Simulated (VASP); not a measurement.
# AlP (F-43m) in VASP: single point with PBEsol+D3(BJ)

Aim: the single point of AlP with PBEsol+D3(BJ).

Everything below comes from runs of VASP 6.6.1. Logs are shortened: lines on timing, memory, paths and dates and some standing lists are left out, and cuts for length are marked.

**Experimental background.**

A printed reference work, data compilation reports, for a bulk crystal of AlP at 4.2 K: band gap 2.505 eV (indirect).

The runs below are set against these values where they give the same quantity.

### 1 The cell of the first run

Symmetry: F-43m, No. 216, cubic system. The conventional cell has a = 5.451 Å, b = 5.451 Å, c = 5.451 Å, α = 90.00°, β = 90.00°, γ = 90.00°. Within 3.1 Å of Al (site symmetry -43m) lie 4 P at 2.36 Å. P (site symmetry -43m) has 4 Al at 2.36 Å within 3.1 Å.

### 2 Single point, PBEsol+D3(BJ)

Contents of INCAR:

```
SYSTEM = AlP
PREC = Accurate ; ENCUT = 500
EDIFF = 1E-6 ; ISMEAR = 0
SIGMA = 0.01 ; LREAL = .False.
LASPH = .True. ; NELM = 120
ALGO = Normal ; ISIF = 2
LWAVE = .False. ; LCHARG = .False.
GGA = PS ; IVDW = 12
NBANDS = 11 ; GGA_COMPAT = .False.
```

Contents of KPOINTS:

```
regular mesh
0
Gamma
  7 7 7
  0 0 0
```

Contents of POSCAR:

```
AlP
1.0
    3.8544390000      0.0000000000      0.0000000000
    1.9272195000      3.3380420913      0.0000000000
    1.9272195000      1.1126806971      3.1471362649
Al P
1 1
Direct
    0.0000000000      0.0000000000      0.0000000000
    0.2500000000      0.2500000000      0.2500000000
```

Potentials or basis: VASP PAW PBE potentials, release 64 (Al, P).

Started as:

```sh
$ cat potpaw_PBE.64/Al/POTCAR potpaw_PBE.64/P/POTCAR > POTCAR
$ mpirun -np 1 vasp_std > vasp.out
```

OUTCAR:

```text
SYSTEM = AlP
   PREC = Accurate
   ENCUT = 500
   EDIFF = 1E-6
   ISMEAR = 0
   LREAL = .False.
   LASPH = .True.
   NELM = 120
   ISIF = 2
   GGA = PS
   IVDW = 12
 IVDW          = 12

 ion  position               nearest neighbor table
   1  0.000  0.000  0.000-   2 2.36   2 2.36   2 2.36   2 2.36
   2  0.250  0.250  0.250-   1 2.36   1 2.36   1 2.36   1 2.36

  LATTYP: Found a face centered cubic cell.
 ALAT       =     5.4509999091

  Lattice vectors:

 A1 = (   3.8544390000,   0.0000000000,   0.0000000000)
 A2 = (   1.9272195000,   3.3380420913,   0.0000000000)
 A3 = (   1.9272195000,   1.1126806971,   3.1471362649)

Analysis of symmetry for initial positions (statically):
=====================================================================
 Subroutine PRICEL returns:
 Original cell was already a primitive cell.

 Routine SETGRP: Setting up the symmetry group for a
 face centered cubic supercell.

 Subroutine GETGRP returns: Found 24 space group operations
 (whereof 24 operations were pure point group operations)
 out of a pool of 48 trial point group operations.

The static configuration has the point symmetry T_d .

Analysis of symmetry for dynamics (positions and initial velocities):
=====================================================================
 Subroutine PRICEL returns:
 Original cell was already a primitive cell.

 Routine SETGRP: Setting up the symmetry group for a
 face centered cubic supercell.

 Subroutine GETGRP returns: Found 24 space group operations
 (whereof 24 operations were pure point group operations)
 out of a pool of 48 trial point group operations.

The dynamic configuration has the point symmetry T_d .

 Subroutine INISYM returns: Found 24 space group operations
 (whereof 24 operations are pure point group operations),
 and found     1 'primitive' translations

----------------------------------------------------------------------------------------

                                     Primitive cell

  volume of cell :      40.4919

  direct lattice vectors                    reciprocal lattice vectors
     3.854439000  0.000000000  0.000000000     0.259441127 -0.149788405 -0.105916397
     1.927219500  3.338042091  0.000000000     0.000000000  0.299576810 -0.105916397
     1.927219500  1.112680697  3.147136265     0.000000000  0.000000000  0.317749190

  length of vectors
     3.854439000  3.854439000  3.854439000     0.317749190  0.317749190  0.317749190

  position of ions in fractional coordinates (direct lattice)
     0.000000000  0.000000000  0.000000000
     0.250000000  0.250000000  0.250000000

  ion indices of the primitive-cell ions
   primitive index   ion index
                 1           1
                 2           2

----------------------------------------------------------------------------------------

 KPOINTS: regular mesh

Automatic generation of k-mesh.
 Grid dimensions read from file:
 generate k-points for:    7    7    7

 Generating k-lattice:

  Cartesian coordinates                     Fractional coordinates (reciprocal lattice)
     0.037063018 -0.021398344 -0.015130914     0.142857143  0.000000000  0.000000000
     0.000000000  0.042796687 -0.015130914     0.000000000  0.142857143  0.000000000
     0.000000000  0.000000000  0.045392741     0.000000000  0.000000000  0.142857143

  Length of vectors
     0.045392741  0.045392741  0.045392741

  Shift w.r.t. Gamma in fractional coordinates (k-lattice)
     0.000000000  0.000000000  0.000000000

 Subroutine IBZKPT returns following result:
 ===========================================

 Found     20 irreducible k-points:

 Following reciprocal coordinates:
            Coordinates               Weight
  0.000000  0.000000  0.000000      1.000000
  0.142857  0.000000  0.000000      8.000000
  0.285714  0.000000 -0.000000      8.000000
  0.428571  0.000000  0.000000      8.000000
  0.142857  0.142857  0.000000      6.000000
  0.285714  0.142857 -0.000000     24.000000
[... 12 lines left out ...]
 -0.428571  0.428571  0.142857     24.000000
 -0.285714  0.428571  0.142857     24.000000
   k-points           NKPTS =     20   k-points in BZ     NKDIM =     20   number of bands    NBANDS=     11
   number of dos      NEDOS =    301   number of ions     NIONS =      2
   total plane-waves  NPLWV =  21952
   dimension x,y,z NGX =    28 NGY =   28 NGZ =   28
   dimension x,y,z NGXF=    56 NGYF=   56 NGZF=   56
   ions per type =               1   1
   NGX,Y,Z   is equivalent  to a cutoff of  12.08, 12.08, 12.08 a.u.
   NGXF,Y,Z  is equivalent  to a cutoff of  24.15, 24.15, 24.15 a.u.
 SYSTEM =  AlP
   PREC   = accura    normal or accurate (medium, high low for compatibility)
   ISTART =      0    job   : 0-new  1-cont  2-samecut
   ICHARG =      2    charge: 1-file 2-atom 10-const
   ISPIN  =      1    spin polarized calculation?
   LNONCOLLINEAR =      F non collinear calculations
   LSORBIT =      F    spin-orbit coupling
   LASPH  =      T    aspherical Exc in radial PAW
   ENCUT  =  500.0 eV  36.75 Ry    6.06 a.u.   7.03  7.03  7.03*2*pi/ulx,y,z
   NELM   =    120;   NELMIN=  2; NELMDL= -5     # of ELM steps
   EDIFF  = 0.1E-05   stopping-criterion for ELM
   LREAL  =      F    real-space projection
   EDIFFG = 0.1E-04   stopping-criterion for IOM
   NSW    =      0    number of steps for IOM
   IBRION =     -1    ionic relax: 0-MD 1-quasi-New 2-CG
   NFREE  =      0    steps in history (QN), initial steepest desc. (CG)
   ISIF   =      2    stress and relaxation
   ISYM   =      2    0-nonsym 1-usesym 2-fastsym
   POTIM  = 0.5000    time-step for ionic-motion
   TEBEG  =    0.0;   TEEND  =   0.0 temperature during run
   PSTRESS=    0.0 pullay stress
   NELECT =       8.0000    total number of electrons
   NUPDOWN=      -1.0000    fix difference up-down
   EMIN   =  10.00;   EMAX   =-10.00  energy-range for DOS
   EFERMI =   0.00;   METHOD = LEGACY
   ISMEAR =     0;   SIGMA  =   0.01  broadening in eV -4-tet -1-fermi 0-gaus
   EFERMI_NEDOS =   21; number of points for ismear=-14 and -15
   IALGO  =     38    algorithm
   IMIX   =      4    mixing-type and parameters
     AMIX     =   0.40;   BMIX     =  1.00
     AMIX_MAG =   1.60;   BMIX_MAG =  1.00
  volume/ion in A,a.u.               =      20.25       136.63
  Fermi-wavevector in a.u.,A,eV,Ry     =   0.953488  1.801831 12.369597  0.909140
  Thomas-Fermi vector in A             =   2.082148
   LORBIT       =      0    0 simple, 1 ext, 2 COOP (PROOUT), +10 PAW based schemes
   GGA     = PS    functional components
   LHFCALC =     F    Hartree Fock is set to
   AEXX    =    0.0000 exact exchange contribution
   IVDW    =    12    specifies the selected vdW correction
   LEPSILON=     F    determine dielectric tensor
   LRPA    =     F    only Hartree local field effects (RPA)
 non-spin polarized calculation
 Gauss-broadening in eV      SIGMA  =   0.01
  energy-cutoff  :      500.00
  volume of cell :       40.49
 maximum number of plane-waves:      1040
   NGX = 13   NGY = 13   NGZ = 13

 number of electron       8.0000000 magnetization

 Free energy of the ion-electron system (eV)
  ---------------------------------------------------
  ext. energy  EPLUGINS =         0.00000000
  ---------------------------------------------------
  free energy    TOTEN  =       -10.99165142 eV

  energy without entropy =      -10.99165142  energy(sigma->0) =      -10.99165142

 E-fermi :   4.6484     XC(G=0):  -9.3835

 val. band max:        4.5822947054   @ k =   0.0000   0.0000   0.0000
 cond. band min:       6.1433683737   @ k =   0.4286   0.4286  -0.0000
 fundamental gap:      1.5610736683
 Fermi energy:         4.6483619957

 k-point     1 :       0.0000    0.0000    0.0000
  band No.  band energies     occupation
      1      -6.9743      2.00000
      2       4.5823      2.00000
      3       4.5823      2.00000
      4       4.5823      2.00000
      5       7.8269      0.00000
      6       9.1003      0.00000
      7       9.1003      0.00000
      8       9.1003      0.00000
      9      13.3897      0.00000
     10      13.3897      0.00000
     11      14.7122      0.00000

 k-point     2 :       0.1429    0.0000    0.0000
  band No.  band energies     occupation
      1      -6.7472      2.00000
      2       3.0614      2.00000
      3       4.3923      2.00000
      4       4.3923      2.00000
      5       8.2159      0.00000
      6       9.4535      0.00000
      7       9.4535      0.00000
      8       9.8580      0.00000
      9      12.7954      0.00000
     10      12.7954      0.00000
     11      15.3593      0.00000

 k-point     3 :       0.2857    0.0000   -0.0000
  band No.  band energies     occupation
      1      -6.1235      2.00000
      2       0.8359      2.00000
      3       4.0544      2.00000
      4       4.0544      2.00000
      5       7.7213      0.00000
      6       9.6580      0.00000
      7       9.6580      0.00000
      8      11.9373      0.00000
      9      13.1250      0.00000
     10      13.1250      0.00000
     11      14.6770      0.00000

 k-point     4 :       0.4286    0.0000    0.0000
  band No.  band energies     occupation
      1      -5.4027      2.00000
      2      -0.7691      2.00000
      3       3.8399      2.00000
      4       3.8399      2.00000
      5       7.3780      0.00000
      6       9.3828      0.00000
      7       9.3828      0.00000
      8      12.6755      0.00000
      9      15.1414      0.00000
     10      15.1414      0.00000
     11      15.7540      0.00000

 k-point     5 :       0.1429    0.1429    0.0000
  band No.  band energies     occupation
      1      -6.6709      2.00000
      2       3.2087      2.00000
      3       3.9830      2.00000
      4       3.9830      2.00000
      5       8.3127      0.00000
      6       9.1026      0.00000
      7      10.1100      0.00000
      8      10.1100      0.00000
      9      11.7402      0.00000
     10      13.7782      0.00000
     11      16.1124      0.00000
[... 155 lines left out ...]
 k-point    17 :       0.4286    0.2857    0.1429
  band No.  band energies     occupation
      1      -5.6067      2.00000
      2       0.6004      2.00000
      3       2.2850      2.00000
      4       3.3744      2.00000
      5       8.3308      0.00000
      6       9.3163      0.00000
      7       9.9513      0.00000
      8      11.9396      0.00000
      9      13.3252      0.00000
     10      16.2698      0.00000
     11      17.3131      0.00000

 k-point    18 :      -0.4286    0.2857    0.1429
  band No.  band energies     occupation
      1      -4.9795      2.00000
      2      -0.3821      2.00000
      3       1.7214      2.00000
      4       2.9308      2.00000
      5       8.4716      0.00000
      6       9.3037      0.00000
      7      10.9873      0.00000
      8      12.1881      0.00000
      9      13.9033      0.00000
     10      15.6648      0.00000
     11      17.6162      0.00000

 k-point    19 :      -0.4286    0.4286    0.1429
  band No.  band energies     occupation
      1      -4.7254      2.00000
      2      -0.3901      2.00000
      3       1.7783      2.00000
      4       2.1747      2.00000
      5       7.5082      0.00000
      6       8.4897      0.00000
      7      11.7806      0.00000
      8      14.1113      0.00000
      9      14.7058      0.00000
     10      16.5965      0.00000
     11      17.9533      0.00000

 k-point    20 :      -0.2857    0.4286    0.1429
  band No.  band energies     occupation
      1      -4.6074      2.00000
      2      -0.3800      2.00000
      3       1.1178      2.00000
      4       2.2593      2.00000
      5       8.1506      0.00000
      6      10.1968      0.00000
      7      11.3514      0.00000
      8      11.6035      0.00000
      9      14.6938      0.00000
     10      15.7817      0.00000
     11      18.5399      0.00000

------------------------ aborting loop because EDIFF is reached ----------------------------------------

 Edisp (eV)   -0.53951

 E8    (eV) :    -0.3423

  FORCE on cell =-STRESS in cart. coord.  units (eV):
  Direction    XX          YY          ZZ          XY          YZ          ZX
  --------------------------------------------------------------------------------------
  -------------------------------------------------------------------------------------
  Total      -0.28031    -0.28031    -0.28031    -0.00000    -0.00000    -0.00000
  in kB     -11.09108   -11.09108   -11.09108    -0.00000    -0.00000    -0.00000
  external pressure =      -11.09 kB  Pullay stress =        0.00 kB

 VOLUME and BASIS-vectors are now :
 -----------------------------------------------------------------------------
  energy-cutoff  :      500.00
  volume of cell :       40.49
      direct lattice vectors                 reciprocal lattice vectors
     3.854439000  0.000000000  0.000000000     0.259441127 -0.149788405 -0.105916397
     1.927219500  3.338042091  0.000000000     0.000000000  0.299576810 -0.105916397
     1.927219500  1.112680697  3.147136265     0.000000000  0.000000000  0.317749190

 POSITION                                       TOTAL-FORCE (eV/Angst)
 -----------------------------------------------------------------------------------
      0.00000      0.00000      0.00000         0.000000      0.000000     -0.000000
      1.92722      1.11268      0.78678        -0.000000     -0.000000      0.000000
 -----------------------------------------------------------------------------------
    total drift:                                0.000000      0.000000     -0.000000

  FREE ENERGIE OF THE ION-ELECTRON SYSTEM (eV)
  ---------------------------------------------------
  free  energy   TOTEN  =       -11.5311641006 eV

  energy  without entropy=      -11.5311641006  energy(sigma->0) =      -11.53116410
```

Run time: 4.5 s. Hardware: 1 thread of Intel Xeon Platinum 8559C (Emerald Rapids), shared host; peak memory 0.15 GiB.

Results:

```yaml
Free_energy: -11.5312 eV
Pressure: -1.1 GPa
Band_gap_on_the_k_mesh: 1.56 eV, indirect (least direct gap 3.24 eV)
Dispersion_energy_per_atom: -0.270 eV
```

Levels at points of the mesh, in eV from the valence-band top:
```csv
k point,band 1,band 2,band 3,band 4,band 5,band 6,band 7,band 8,band 9
"(0.00, 0.00, 0.00)",-11.56,0.00,0.00,0.00,3.24,4.52,4.52,4.52,8.81
```

Caveat: three body term missing; the PAW data sets were made with another functional, which shifts forces and pressure a little.

### 3 How close it comes

Step 2. Against the measured gap of AlP, 2.505 eV (indirect; 4.2 K; a printed reference work, data compilation), the calculated 1.56 eV is off by -0.94 eV. The value is that of PBEsol+D3(BJ) on a finite k mesh, which can miss the band edges, without temperature or zero-point motion. Semilocal functionals fall short of measured gaps as a rule.
